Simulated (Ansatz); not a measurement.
A run of Ansatz 0.2.0 is set up as follows.

Contents of input.yaml:

```yaml
crystal:
  lattice:
    - [-1.81, 1.81, 1.81]
    - [1.81, -1.81, 1.81]
    - [1.81, 1.81, -1.81]
  atoms:
    - { symbol: Zr, position: [0.0, 0.0, 0.0] }
kpoints:
  mp_grid: { grid: [10, 10, 10] }
scf:
  occupations: { method: fermi_dirac, width: 0.05 }
hamiltonian:
  xc: pbe
  pseudopotentials: { kind: all_electron, lapw: { basis_error: 0.001 } }
output:
  forces: true
  stress: true
  eigenvalues: true
  populations: true
```

Potentials or basis: all-electron LAPW, scalar-relativistic.

Launch:

```sh
$ ansatz run input.yaml --threads 1 --pin off --max-ram 2560MiB --backend cpu --events-out ev --progress --plain --runs-dir out
```

Estimate the band gap on the k mesh.

none (metal or under the smearing width).

Predict the pressure.

-3.4 GPa.
